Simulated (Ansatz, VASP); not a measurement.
Hf: VASP beside Ansatz

File INCAR:

```
SYSTEM = Hf
PREC = Accurate
ENCUT = 520
EDIFF = 1E-6
ISMEAR = 0
SIGMA = 0.15
LREAL = .FALSE.
LASPH = .TRUE.
NELM = 100
ALGO = Fast
ISIF = 2
LWAVE = .FALSE.
LCHARG = .FALSE.
GGA = PS
NBANDS = 17
```

The input KPOINTS:

```
Automatic mesh
0
G
  18 18 10
  0 0 0
```

File POSCAR:

```
Hf
1.0
    3.2925994799      0.0000000000      0.0000000000
   -1.6462997400      2.8514747941      0.0000000000
    0.0000000000      0.0000000000      5.2095340000
Hf
2
Direct
    0.3333333333      0.6666666667      0.2500000000
    0.6666666667      0.3333333333      0.7500000000
```

Input for Ansatz:

```yaml
crystal:
  lattice:
    - [3.2925994799, 0.0, 0.0]
    - [-1.64629974, 2.8514747941, 0.0]
    - [0.0, 0.0, 5.209534]
  atoms:
    - { symbol: Hf, position: [0.3333333333, 0.6666666667, 0.25] }
    - { symbol: Hf, position: [0.6666666667, 0.3333333333, 0.75] }
basis:
  ecutwfc: 420
kpoints:
  mp_grid: { grid: [18, 18, 10] }
hamiltonian:
  xc: pbesol
scf:
  occupations: { method: gaussian, width: 0.15 }
output:
  forces: true
  stress: true
  eigenvalues: true
```

Change from the starting cell: strain +0.030 along x and y, +0.030 along z, atoms carried along.

Alike in both runs: task single point; functional PBEsol; k mesh 18 × 18 × 10; occupations gaussian, width 0.15 eV; no spin polarisation.

```csv
,VASP,Ansatz
version,VASP 6.6.1,Ansatz 0.2.0
potentials or method,"VASP PAW PBE potentials, release 64 (Hf_pv)","scalar-relativistic, plane waves, PAW"
plane-wave cutoff (eV),520,420
valence electrons in the cell,20,52
```

```csv
,VASP,Ansatz,Ansatz less VASP
gap on the k mesh at the Fermi level (eV),none,none,-
pressure (GPa),-11.7,-11.4,+0.37
largest component of the traceless stress (GPa),0.33,0.28,-0.050
```

A gap of «none» marks a metal or a gap that the smearing closes. With one functional, cell and mesh, what is left measures potentials, basis and numerics. The two sets of potentials don't hold the same shells in valence.

Caveats: the PAW data sets were made with another functional, which shifts forces and pressure a little (VASP). The runs have no spin-orbit coupling, so splittings on Hf are missing.
